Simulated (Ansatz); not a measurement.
# PbO2 under changes of volume

One of the cells (13.151 Å³/atom); the others are scaled copies at fixed shape and fractional positions:

```
CELL_PARAMETERS angstrom
0.00000 2.70199 2.70199
2.70199 0.00000 2.70199
2.70199 2.70199 0.00000
ATOMIC_POSITIONS crystal
Pb 0.00000 0.00000 0.00000
O 0.75000 0.75000 0.75000
O 0.25000 0.25000 0.25000
```

The cell comes from a database or a generator and needn't be the stable form of this composition.

* Program: Ansatz 0.2.0
* Functional: LDA
* Potentials or basis: Ansatz PAW
* Cutoff: 420 eV (not typed: the program's choice for these potentials)
* k mesh: 9 × 9 × 9
* Occupations: fermi-dirac, width 0.05 eV
* Spin: no spin polarisation

| volume (Å³/atom) | energy over the lowest point (meV/atom) | pressure (GPa) |
| --- | --- | --- |
| 12.362 | 0.00 | -1.4 |
| 12.625 | 4.92 | -4.6 |
| 12.888 | 14.95 | -7.5 |
| 13.151 | 29.40 | -10.0 |
| 13.414 | 47.78 | -12.3 |
| 13.677 | 69.49 | -14.2 |
| 13.940 | ? | ? |

Question: What does the run at 13.940 Å³/atom give?

Answer: Energy over the lowest point 94.30 meV/atom; pressure -15.9 GPa.

Worked out: A Birch-Murnaghan fit of order 3 (a polynomial in V^(-2/3)) to the other rows has its minimum at 12.27 Å³/atom, just outside them, with B0 = V·E''(V) = 174 GPa and B' = 5.3. It gives 94.15 meV/atom at 13.940 Å³/atom, against the run's 94.30, and -dE/dV = -15.8 GPa, against -15.9.

Energies are extrapolated to zero smearing.

Caveats: the PAW data sets come from PBE, with cores solved anew for the run's functional, which leaves a small shift of forces and pressure.
